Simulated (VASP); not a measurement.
# NbAs (Pm-3m) in VASP: a series of runs

One crystal, NbAs, is run at these levels: PBE; tasks: single point, relaxation of cell and atoms.

All numbers are computed with VASP 6.6.1; they aren't measurements. Logs are shortened: lines on timing, memory, paths and dates and some standing lists are left out, and cuts for length are marked.

## 1. The crystal as given

It takes space group Pm-3m (No. 221, cubic). Conventional cell: a = 3.217 Å, b = 3.217 Å, c = 3.217 Å, α = 90.00°, β = 90.00°, γ = 90.00°. Nb (site symmetry m-3m) has 8 As at 2.79 Å as nearest neighbours. As (site symmetry m-3m) has 8 Nb at 2.79 Å as nearest neighbours.

The cell was built by a generator and needn't be a form met in nature.

## 2. Single point, PBE

Input file INCAR:

```
  PREC = Accurate
  ENCUT = 520
  EDIFF = 1E-7
  ISMEAR = 0
  SIGMA = 0.1
  LREAL = F
  LASPH = T
  NELM = 100
  ALGO = Normal
  ISIF = 2
  LWAVE = F
  LCHARG = F
  GGA = PE
  NBANDS = 16
```

Input file KPOINTS:

```
Automatic mesh
0
Gamma
  18 18 18
```

Input file POSCAR:

```
NbAs
1.0
    3.2174249652      0.0000000000      0.0000000000
    0.0000000000      3.2174249652      0.0000000000
    0.0000000000      0.0000000000      3.2174249652
Nb As
1 1
Direct
    0.0000000000      0.0000000000      0.0000000000
    0.5000000000      0.5000000000      0.5000000000
```

Potentials or basis: VASP PAW PBE potentials, release 64 (Nb_sv, As).

Run with:

```bash
$ cat potpaw_PBE.64/Nb_sv/POTCAR potpaw_PBE.64/As/POTCAR > POTCAR
$ mpirun -np 1 vasp_std > vasp.out
```

OUTCAR:

```text
PREC = Accurate
   ENCUT = 520
   EDIFF = 1E-7
   ISMEAR = 0
   LREAL = F
   LASPH = T
   NELM = 100
   ISIF = 2
   GGA = PE

 ion  position               nearest neighbor table
   1  0.000  0.000  0.000-   2 2.79   2 2.79   2 2.79   2 2.79   2 2.79   2 2.79   2 2.79   2 2.79

   2  0.500  0.500  0.500-   1 2.79   1 2.79   1 2.79   1 2.79   1 2.79   1 2.79   1 2.79   1 2.79

  LATTYP: Found a simple cubic cell.
 ALAT       =     3.2174249652

  Lattice vectors:

 A1 = (   3.2174249652,   0.0000000000,   0.0000000000)
 A2 = (   0.0000000000,   3.2174249652,   0.0000000000)
 A3 = (   0.0000000000,   0.0000000000,   3.2174249652)

Analysis of symmetry for initial positions (statically):
=====================================================================
 Subroutine PRICEL returns:
 Original cell was already a primitive cell.

 Routine SETGRP: Setting up the symmetry group for a
 simple cubic supercell.

 Subroutine GETGRP returns: Found 48 space group operations
 (whereof 48 operations were pure point group operations)
 out of a pool of 48 trial point group operations.

The static configuration has the point symmetry O_h .

Analysis of symmetry for dynamics (positions and initial velocities):
=====================================================================
 Subroutine PRICEL returns:
 Original cell was already a primitive cell.

 Routine SETGRP: Setting up the symmetry group for a
 simple cubic supercell.

 Subroutine GETGRP returns: Found 48 space group operations
 (whereof 48 operations were pure point group operations)
 out of a pool of 48 trial point group operations.

The dynamic configuration has the point symmetry O_h .

 Subroutine INISYM returns: Found 48 space group operations
 (whereof 48 operations are pure point group operations),
 and found     1 'primitive' translations

----------------------------------------------------------------------------------------

                                     Primitive cell

  volume of cell :      33.3062

  direct lattice vectors                    reciprocal lattice vectors
     3.217424965  0.000000000  0.000000000     0.310807559  0.000000000  0.000000000
     0.000000000  3.217424965  0.000000000     0.000000000  0.310807559  0.000000000
     0.000000000  0.000000000  3.217424965     0.000000000  0.000000000  0.310807559

  length of vectors
     3.217424965  3.217424965  3.217424965     0.310807559  0.310807559  0.310807559

  position of ions in fractional coordinates (direct lattice)
     0.000000000  0.000000000  0.000000000
     0.500000000  0.500000000  0.500000000

  ion indices of the primitive-cell ions
   primitive index   ion index
                 1           1
                 2           2

----------------------------------------------------------------------------------------

 KPOINTS: Automatic mesh

Automatic generation of k-mesh.
 Grid dimensions read from file:
 generate k-points for:   18   18   18

 Generating k-lattice:

  Cartesian coordinates                     Fractional coordinates (reciprocal lattice)
     0.017267087  0.000000000  0.000000000     0.055555556  0.000000000  0.000000000
     0.000000000  0.017267087  0.000000000     0.000000000  0.055555556  0.000000000
     0.000000000  0.000000000  0.017267087     0.000000000  0.000000000  0.055555556

  Length of vectors
     0.017267087  0.017267087  0.017267087

  Shift w.r.t. Gamma in fractional coordinates (k-lattice)
     0.000000000  0.000000000  0.000000000

 Subroutine IBZKPT returns following result:
 ===========================================

 Found    220 irreducible k-points:

 Following reciprocal coordinates:
            Coordinates               Weight
  0.000000  0.000000  0.000000      1.000000
  0.055556  0.000000  0.000000      6.000000
  0.111111  0.000000  0.000000      6.000000
  0.166667  0.000000  0.000000      6.000000
  0.222222  0.000000  0.000000      6.000000
  0.277778  0.000000  0.000000      6.000000
[... 16 lines left out ...]
  0.277778  0.111111  0.000000     24.000000
  0.333333  0.111111  0.000000     24.000000
 [... further k-points ...]
   k-points           NKPTS =    220   k-points in BZ     NKDIM =    220   number of bands    NBANDS=     16
   number of dos      NEDOS =    301   number of ions     NIONS =      2
   total plane-waves  NPLWV =  13824
   dimension x,y,z NGX =    24 NGY =   24 NGZ =   24
   dimension x,y,z NGXF=    48 NGYF=   48 NGZF=   48
   ions per type =               1   1
   NGX,Y,Z   is equivalent  to a cutoff of  12.40, 12.40, 12.40 a.u.
   NGXF,Y,Z  is equivalent  to a cutoff of  24.80, 24.80, 24.80 a.u.
 SYSTEM =  unknown system
   PREC   = accura    normal or accurate (medium, high low for compatibility)
   ISTART =      0    job   : 0-new  1-cont  2-samecut
   ICHARG =      2    charge: 1-file 2-atom 10-const
   ISPIN  =      1    spin polarized calculation?
   LNONCOLLINEAR =      F non collinear calculations
   LSORBIT =      F    spin-orbit coupling
   LASPH  =      T    aspherical Exc in radial PAW
   ENCUT  =  520.0 eV  38.22 Ry    6.18 a.u.   5.98  5.98  5.98*2*pi/ulx,y,z
   NELM   =    100;   NELMIN=  2; NELMDL= -5     # of ELM steps
   EDIFF  = 0.1E-06   stopping-criterion for ELM
   LREAL  =      F    real-space projection
   EDIFFG = 0.1E-05   stopping-criterion for IOM
   NSW    =      0    number of steps for IOM
   IBRION =     -1    ionic relax: 0-MD 1-quasi-New 2-CG
   NFREE  =      0    steps in history (QN), initial steepest desc. (CG)
   ISIF   =      2    stress and relaxation
   ISYM   =      2    0-nonsym 1-usesym 2-fastsym
   POTIM  = 0.5000    time-step for ionic-motion
   TEBEG  =    0.0;   TEEND  =   0.0 temperature during run
   PSTRESS=    0.0 pullay stress
   NELECT =      18.0000    total number of electrons
   NUPDOWN=      -1.0000    fix difference up-down
   EMIN   =  10.00;   EMAX   =-10.00  energy-range for DOS
   EFERMI =   0.00;   METHOD = LEGACY
   ISMEAR =     0;   SIGMA  =   0.10  broadening in eV -4-tet -1-fermi 0-gaus
   EFERMI_NEDOS =   21; number of points for ismear=-14 and -15
   IALGO  =     38    algorithm
   IMIX   =      4    mixing-type and parameters
     AMIX     =   0.40;   BMIX     =  1.00
     AMIX_MAG =   1.60;   BMIX_MAG =  1.00
  volume/ion in A,a.u.               =      16.65       112.38
  Fermi-wavevector in a.u.,A,eV,Ry     =   1.333492  2.519935 24.193910  1.778202
  Thomas-Fermi vector in A             =   2.462347
   LORBIT       =      0    0 simple, 1 ext, 2 COOP (PROOUT), +10 PAW based schemes
   GGA     = PE    functional components
   LHFCALC =     F    Hartree Fock is set to
   AEXX    =    0.0000 exact exchange contribution
   IVDW    =     0    specifies the selected vdW correction
   LEPSILON=     F    determine dielectric tensor
   LRPA    =     F    only Hartree local field effects (RPA)
 non-spin polarized calculation
 Gauss-broadening in eV      SIGMA  =   0.10
  energy-cutoff  :      520.00
  volume of cell :       33.31
 maximum number of plane-waves:       922
 NGX is ok and might be reduce to    24
   NGX = 11   NGY = 11   NGZ = 11

 number of electron      18.0000000 magnetization

 Free energy of the ion-electron system (eV)
  ---------------------------------------------------
  ext. energy  EPLUGINS =         0.00000000
  ---------------------------------------------------
  free energy    TOTEN  =       -15.75017502 eV

  energy without entropy =      -15.74564002  energy(sigma->0) =      -15.74790752

 E-fermi :  10.6427     XC(G=0): -12.1526

 val. band max:       10.6221149314   @ k =   0.1667   0.1667   0.1111
 cond. band min:      10.6465022311   @ k =   0.4444   0.2222   0.2222
 fundamental gap:      0.0243872996
 Fermi energy:        10.6426658021

 k-point     1 :       0.0000    0.0000    0.0000
  band No.  band energies     occupation
      1     -44.7000      2.00000
      2     -20.6254      2.00000
      3     -20.6254      2.00000
      4     -20.6254      2.00000
      5      -3.1149      2.00000
      6       7.7564      2.00000
[... 8 lines left out ...]
     15      20.8596      0.00000
     16      20.8596      0.00000

 k-point     2 :       0.0556    0.0000    0.0000
  band No.  band energies     occupation
      1     -44.6991      2.00000
      2     -20.6367      2.00000
      3     -20.6243      2.00000
      4     -20.6243      2.00000
      5      -3.0698      2.00000
      6       7.6872      2.00000
[... 8 lines left out ...]
     15      20.6306      0.00000
     16      20.9825      0.00000

 k-point     3 :       0.1111    0.0000    0.0000
  band No.  band energies     occupation
      1     -44.6967      2.00000
      2     -20.6689      2.00000
      3     -20.6212      2.00000
      4     -20.6212      2.00000
      5      -2.9361      2.00000
      6       7.4272      2.00000
[... 8 lines left out ...]
     15      20.0586      0.00000
     16      21.3720      0.00000

 k-point     4 :       0.1667    0.0000    0.0000
  band No.  band energies     occupation
      1     -44.6931      2.00000
      2     -20.7180      2.00000
      3     -20.6163      2.00000
      4     -20.6163      2.00000
      5      -2.7197      2.00000
      6       6.9104      2.00000
[... 8 lines left out ...]
     15      19.3343      0.00000
     16      22.0656      0.00000

 k-point     5 :       0.2222    0.0000    0.0000
  band No.  band energies     occupation
      1     -44.6885      2.00000
      2     -20.7776      2.00000
      3     -20.6104      2.00000
      4     -20.6104      2.00000
      5      -2.4303      2.00000
      6       6.1933      2.00000
[... 8 lines left out ...]
     15      18.5857      0.00000
     16      23.0272      0.00000

 k-point     6 :       0.2778    0.0000    0.0000
  band No.  band energies     occupation
      1     -44.6837      2.00000
      2     -20.8404      2.00000
      3     -20.6041      2.00000
      4     -20.6041      2.00000
      5      -2.0838      2.00000
      6       5.3973      2.00000
[... 8 lines left out ...]
     15      17.9759      0.00000
     16      22.8404      0.00000

 k-point     7 :       0.3333    0.0000    0.0000
  band No.  band energies     occupation
      1     -44.6792      2.00000
      2     -20.8988      2.00000
      3     -20.5982      2.00000
      4     -20.5982      2.00000
      5      -1.7051      2.00000
      6       4.6232      2.00000
[... 8 lines left out ...]
     15      18.0761      0.00000
     16      21.8241      0.00000

 k-point     8 :       0.3889    0.0000    0.0000
  band No.  band energies     occupation
      1     -44.6755      2.00000
      2     -20.9459      2.00000
      3     -20.5933      2.00000
      4     -20.5933      2.00000
      5      -1.3370      2.00000
      6       3.9540      2.00000
[... 8 lines left out ...]
     15      17.9941      0.00000
     16      20.9197      0.00000

 k-point     9 :       0.4444    0.0000    0.0000
  band No.  band energies     occupation
      1     -44.6731      2.00000
      2     -20.9765      2.00000
      3     -20.5901      2.00000
      4     -20.5901      2.00000
      5      -1.0505      2.00000
      6       3.4807      2.00000
[... 8 lines left out ...]
     15      17.7929      0.00000
     16      20.2210      0.00000
[... 172 lines left out ...]
 k-point    19 :       0.5000    0.0556    0.0000
  band No.  band energies     occupation
      1     -44.6714      2.00000
      2     -20.9852      2.00000
      3     -20.5994      2.00000
      4     -20.5882      2.00000
      5      -0.9293      2.00000
      6       3.3625      2.00000
[... 8 lines left out ...]
     15      18.2957      0.00000
     16      19.3987      0.00000

 k-point    20 :       0.1111    0.1111    0.0000
  band No.  band energies     occupation
      1     -44.6935      2.00000
      2     -20.6676      2.00000
      3     -20.6610      2.00000
      4     -20.6170      2.00000
      5      -2.7654      2.00000
      6       7.4694      2.00000
[... 8 lines left out ...]
     15      20.1233      0.00000
     16      21.1544      0.00000

 k-point    21 :       0.1667    0.1111    0.0000
  band No.  band energies     occupation
      1     -44.6898      2.00000
      2     -20.7133      2.00000
      3     -20.6587      2.00000
      4     -20.6123      2.00000
      5      -2.5592      2.00000
      6       7.0093      2.00000
[... 8 lines left out ...]
     15      19.7493      0.00000
     16      21.6699      0.00000

 k-point    22 :       0.2222    0.1111    0.0000
  band No.  band energies     occupation
      1     -44.6853      2.00000
      2     -20.7723      2.00000
      3     -20.6524      2.00000
      4     -20.6065      2.00000
      5      -2.2846      2.00000
      6       6.2911      2.00000
[... 8 lines left out ...]
     15      19.3470      0.00000
     16      22.6145      0.00000

 k-point    23 :       0.2778    0.1111    0.0000
  band No.  band energies     occupation
      1     -44.6805      2.00000
      2     -20.8345      2.00000
      3     -20.6456      2.00000
      4     -20.6003      2.00000
      5      -1.9575      2.00000
      6       5.5120      2.00000
[... 8 lines left out ...]
     15      19.3010      0.00000
     16      21.6689      0.00000

 k-point    24 :       0.3333    0.1111    0.0000
  band No.  band energies     occupation
      1     -44.6760      2.00000
      2     -20.8923      2.00000
      3     -20.6391      2.00000
      4     -20.5945      2.00000
      5      -1.6034      2.00000
      6       4.7680      2.00000
[... 8 lines left out ...]
     15      19.3699      0.00000
     16      20.6039      0.00000

 [... further k-points ...]
[... 5 lines left out ...]
  --------------------------------------------------------------------------------------
  -------------------------------------------------------------------------------------
  Total        0.0034175      0.0034175      0.0034175     -0.0000000     -0.0000000     -0.0000000
  in kB        0.1643988      0.1643988      0.1643988     -0.0000000     -0.0000000     -0.0000000
  external PRESSURE =       0.1643988 kB  Pullay stress =       0.0000000 kB

 VOLUME and BASIS-vectors are now :
 -----------------------------------------------------------------------------
  energy-cutoff  :      520.00
  volume of cell :       33.31
      direct lattice vectors                 reciprocal lattice vectors
     3.217424965  0.000000000  0.000000000     0.310807559  0.000000000  0.000000000
     0.000000000  3.217424965  0.000000000     0.000000000  0.310807559  0.000000000
     0.000000000  0.000000000  3.217424965     0.000000000  0.000000000  0.310807559

 POSITION                                       TOTAL-FORCE (eV/Angst)
 -----------------------------------------------------------------------------------
      0.00000      0.00000      0.00000         0.000000      0.000000      0.000000
      1.60871      1.60871      1.60871         0.000000      0.000000      0.000000
 -----------------------------------------------------------------------------------
    total drift:                               -0.000000      0.000000      0.000000

  FREE ENERGIE OF THE ION-ELECTRON SYSTEM (eV)
  ---------------------------------------------------
  free  energy   TOTEN  =       -15.7501750154 eV

  energy  without entropy=      -15.7456400173  energy(sigma->0) =      -15.74790752
```

Run time: 31 s. Hardware: 1 thread of Intel Xeon 6975P-C (Granite Rapids), shared host; peak memory 0.23 GiB.

What came out:

| Property | Result |
| --- | --- |
| Free energy | -15.7502 eV |
| Pressure | 0.0 GPa |
| Band gap on the k mesh | none (metal or under the smearing width) |

## 3. Relaxation of cell and atoms, PBE

Input file INCAR:

```
PREC = Accurate ; ENCUT = 600
EDIFF = 1E-7 ; ISMEAR = 0
SIGMA = 0.1 ; LREAL = False
LASPH = True ; NELM = 60
ALGO = Fast ; ISIF = 3
LWAVE = False ; LCHARG = False
GGA = PE ; IBRION = 2
NSW = 100 ; EDIFFG = -0.01
```

Input file KPOINTS:

```
regular mesh
0
Gamma
  18 18 18
```

Input file POSCAR:

```
NbAs
1.0
    3.2191940278      0.0000000000      0.0000000000
    0.0000000000      3.2191940278      0.0000000000
    0.0000000000      0.0000000000      3.2191940278
Nb As
1 1
Direct
    0.0000000000      0.0000000000      0.0000000000
    0.5000000000      0.5000000000      0.5000000000
```

Potentials or basis: VASP PAW PBE potentials, release 64 (Nb_sv, As).

Run with:

```bash
$ cat potpaw_PBE.64/Nb_sv/POTCAR potpaw_PBE.64/As/POTCAR > POTCAR
$ mpirun -np 1 vasp_std > vasp.out
```

Wall time 3.4 min (1 thread of Intel Xeon 6975P-C (Granite Rapids), shared host); peak memory 0.27 GiB.

Results (log left out):

| Quantity | Value |
| --- | --- |
| Free energy | -15.7501 eV |
| Relaxed volume | 16.65 Å³/atom |
| Relaxed cell | a = 3.218 Å, b = 3.218 Å, c = 3.218 Å, α = 90.00°, β = 90.00°, γ = 90.00° |
| Space group after relaxing (to 0.05 Å) | Pm-3m (No. 221) |
| Energy gained by relaxing | 0.0 meV/atom |
| Ionic steps | 3 |
| Pressure after relaxing | 0.0 GPa |
| Band gap on the k mesh | none (metal or under the smearing width) |

Final structure:
```xyz
2
Lattice="3.2175 0.0000 0.0000 0.0000 3.2175 0.0000 0.0000 0.0000 3.2175" Properties=species:S:1:pos:R:3 pbc="T T T"
Nb    0.0000    0.0000    0.0000
As    1.6088    1.6088    1.6088
```

Levels at points of the mesh, in eV from the Fermi level:
| k point | band 7 | band 8 | band 9 | band 10 | band 11 | band 12 |
| --- | --- | --- | --- | --- | --- | --- |
| (0.00, 0.00, 0.00) | -2.89 | 0.25 | 0.25 | 0.25 | 1.60 | 1.60 |
| (0.50, 0.00, 0.00) | -2.25 | -2.25 | -2.00 | 1.89 | 3.08 | 5.79 |
| (0.50, 0.50, 0.00) | -4.46 | -2.49 | -0.08 | -0.08 | 1.91 | 2.05 |
| (0.50, 0.50, 0.50) | -6.13 | -6.13 | 3.37 | 3.37 | 3.55 | 3.55 |
